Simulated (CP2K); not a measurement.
Runs of CP2K 2026.2 on Rh. It takes space group Fm-3m (No. 225, cubic). Conventional cell: a = 3.796 Å, b = 3.796 Å, c = 3.796 Å, α = 90.00°, β = 90.00°, γ = 90.00°. Rh (site symmetry m-3m) is surrounded by 12 Rh at 2.68 Å. 

```tsv
task	level	potentials or basis	smearing	EPS_DEFAULT	NGRIDS	potentials	points a segment of the path (NPOINTS)	bands added on the path	gap on the mesh (eV)	pressure (GPa)
band structure	LDA	GTH_POTENTIALS Rh GTH-PADE-q17; TZVP-MOLOPT-PBE-GTH basis	fermi-dirac 0.0259 eV	1.0E-9	5	Rh GTH-PADE-q17 of GTH_POTENTIALS	6	4	none	(a)
band structure	PBEsol	POTENTIAL_UZH Rh GTH-PBE-q17; TZVP-MOLOPT-PBE-GTH basis	fermi-dirac 0.05 eV	1.0E-9	4	Rh GTH-PBE-q17 of POTENTIAL_UZH	6	2	none	-1.2
single point	PBE	POTENTIAL_UZH Rh GTH-PBE-q17; TZVP-MOLOPT-PBE-GTH basis	fermi-dirac 0.05 eV	1.0E-10	4	Rh GTH-PBE-q17 of POTENTIAL_UZH	-	-	none	9.7
single point	PBEsol	POTENTIAL_UZH Rh GTH-PBE-q17; TZVP-MOLOPT-PBE-GTH basis	fermi-dirac 0.05 eV	1.0E-10	4	Rh GTH-PBE-q17 of POTENTIAL_UZH	-	-	none	-1.2
single point	PBE	POTENTIAL_UZH Rh GTH-PBE-q17; TZVP-MOLOPT-PBE-GTH basis	gaussian 0.05 eV	1.0E-10	4	Rh GTH-PBE-q17 of POTENTIAL_UZH	-	-	none	9.6
```

Alike in all rows: no spin polarisation; cell as given; k mesh 12 × 12 × 12.

Estimate the missing entries.

(a) -15.8.

Caveats: the basis of atomic orbitals isn't converged, which shifts pressures, moduli and gaps; the potentials were made for another functional, which shifts forces and pressure (some runs); so large a pressure means that the cell lies far from this level's equilibrium, or that cutoff or potentials fall short (some runs).

A k mesh can miss the band edges, and the runs leave out spin-orbit coupling on Rh.

A gap of «none» marks a metal or a gap under the smearing width.

Not every run made on this cell is shown here.
